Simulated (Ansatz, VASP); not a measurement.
## CdTe: VASP beside Ansatz

Contents of INCAR:

```
SYSTEM = CdTe
PREC = Accurate ; ENCUT = 520
EDIFF = 1E-8 ; ISMEAR = -1
SIGMA = 0.05 ; LREAL = .False.
LASPH = .True. ; NELM = 80
ALGO = Normal ; ISIF = 2
LWAVE = .False. ; LCHARG = .False.
GGA = PE ; LEFG = .True.
NBANDS = 16
```

Contents of KPOINTS:

```
Automatic mesh
0
Gamma
  10 10 10
  0 0 0
```

The input POSCAR:

```
CdTe
1.0
    0.0000000000      2.8457323256      2.8457323256
    2.8457323256      0.0000000000      2.8457323256
    2.8457323256      2.8457323256      0.0000000000
Cd Te
1 1
Direct
    0.0000000000      0.0000000000      0.0000000000
    0.2500000000      0.2500000000      0.2500000000
```

Input for Ansatz:

```yaml
crystal:
  lattice:
    - [0.0, 2.8457323256, 2.8457323256]
    - [2.8457323256, 0.0, 2.8457323256]
    - [2.8457323256, 2.8457323256, 0.0]
  atoms:
    - { symbol: Cd, position: [0.0, 0.0, 0.0] }
    - { symbol: Te, position: [0.25, 0.25, 0.25] }
kpoints:
  mp_grid: { grid: [10, 10, 10] }
  band_path:
    path:
      - [0.0, 0.0, 0.0]
      - [-0.5, -0.5, 0.0]
      - [-0.375, -0.375, 0.25]
      - [-0.375, 0.0, 0.375]
      - [0.0, 0.0, 0.0]
      - [0.0, 0.0, 0.5]
      - [-0.5, -0.25, 0.25]
      - [-0.5, -0.5, 0.0]
    npoints: 6
scf:
  occupations: { method: fermi_dirac, width: 0.05 }
hamiltonian:
  xc: pbe
  pseudopotentials: { kind: paw }
output:
  forces: true
  stress: true
  eigenvalues: true
  efg: { contact_densities: true }
  populations: true
  write_density: true
  write_potential: true
  elf: true
  volumetric_format: npy
```

Change from the starting cell: volume scaled by 0.7, PAW files.

Alike in both runs: task electric field gradients; functional PBE; k mesh 10 × 10 × 10; occupations fermi-dirac, width 0.05 eV; no spin polarisation.

|  | VASP | Ansatz |
| --- | --- | --- |
| version | VASP 6.6.1 | Ansatz 0.2.0 |
| potentials or method | VASP PAW PBE potentials, release 64 (Cd, Te) | PAW with Ansatz's default frozen-core files, scalar-relativistic |
| plane-wave cutoff (eV) | 520 | 420 |
| valence electrons in the cell | 18 | 36 |

```tsv
	VASP	Ansatz	Ansatz less VASP
pressure (GPa)	47.4	46.8	-0.57
Vzz of the field gradient on the site that differs most (V/Å²)	0.0	0.0	0.00
```

The two sets of potentials don't hold the same shells in valence. Ansatz warned: «gradients_without_spin_orbit».

Caveats: so large a pressure means that the cell lies far from this level's equilibrium, or that cutoff or potentials fall short (VASP); spin-orbit coupling is left out, which moves the levels of the heavy elements. A k mesh can miss the band edges.
